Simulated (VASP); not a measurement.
Crystal: SnO2 (Cassiterite).

```
Sn O
1.0
     4.77140    0.00000    0.00000
     0.00000    4.77140    0.00000
     0.00000    0.00000    3.21659
Sn O
2 4
Cartesian
  4.7714 0.0000 0.0000
  2.3857 2.3857 1.6083
  1.4613 1.4613 0.0000
  0.9244 3.8470 1.6083
  3.3101 3.3101 0.0000
  3.8470 0.9244 1.6083
```

Base run:

| Quantity | Value |
| --- | --- |
| Program | VASP 6.6.1 |
| Functional | PBE-EpsX |
| Potentials or basis | VASP PAW PBE potentials, release 64 (Sn_d, O) |
| Cutoff | 520 eV |
| k mesh | 4 × 4 × 6 |
| Occupations | gaussian, width 0.03 eV |
| Spin | no spin polarisation |

Its results: band gap on the k mesh 3.11 eV, direct; pressure -1.9 GPa; largest force 0.016 eV/Å.

Problem. The run is repeated on the same cell with these changes: functional from PBE-EpsX to HSE06. What comes out?

Solution. Band gap on the k mesh 2.73 eV, direct; pressure -2.8 GPa; largest force 0.028 eV/Å.

Caveats: the PAW data sets were made with another functional, which shifts forces and pressure a little; spin-orbit coupling is left out, which moves the levels of the heavy elements.
